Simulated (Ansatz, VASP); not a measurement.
# Al in VASP and in Ansatz

INCAR

```
SYSTEM = Al
  PREC = Accurate
  ENCUT = 520
  EDIFF = 1E-7
  ISMEAR = 1
  SIGMA = 0.2
  LREAL = .False.
  LASPH = .True.
  NELM = 80
  ALGO = Fast
  ISIF = 2
  LWAVE = .False.
  LCHARG = .True.
  LELF = .True.
  LVHAR = .True.
  NBANDS = 8
```

File KPOINTS:

```
regular mesh
0
Gamma
  24 24 24
  0 0 0
```

Contents of POSCAR:

```
Al
1.0
   -1.0221629741      1.6443491322      1.6443491322
    1.6443491322     -1.0221629741      1.6443491322
    1.6443491322      1.6443491322     -1.0221629741
Al
1
Direct
    0.0000000000      0.0000000000      0.0000000000
```

Input for Ansatz:

```yaml
crystal:
  lattice:
    - [-1.0221629741, 1.6443491322, 1.6443491322]
    - [1.6443491322, -1.0221629741, 1.6443491322]
    - [1.6443491322, 1.6443491322, -1.0221629741]
  atoms:
    - { symbol: Al, position: [0.0, 0.0, 0.0] }
basis:
  ecutwfc: 420
kpoints:
  mp_grid: { grid: [24, 24, 24] }
hamiltonian:
  xc: lda
scf:
  occupations: { method: methfessel_paxton, width: 0.2 }
output:
  forces: true
  stress: true
  eigenvalues: true
```

Alike in both runs: task single point; functional LDA; k mesh 24 × 24 × 24; occupations methfessel-paxton of order 1, width 0.2 eV; no spin polarisation.

```csv
,VASP,Ansatz
version,VASP 6.6.1,Ansatz 0.2.0
potentials or method,"VASP PAW LDA potentials, release 64 (Al)","scalar-relativistic, plane waves, PAW"
plane-wave cutoff (eV),520,420
valence electrons in the cell,3,3
```

|  | VASP | Ansatz | Ansatz less VASP |
| --- | --- | --- | --- |
| gap on the k mesh at the Fermi level (eV) | none | none | - |
| pressure (GPa) | 14.8 | 14.7 | -0.15 |
| largest component of the traceless stress (GPa) | 3.04 | 3.04 | -0.004 |

A gap of «none» marks a metal or a gap that the smearing closes.
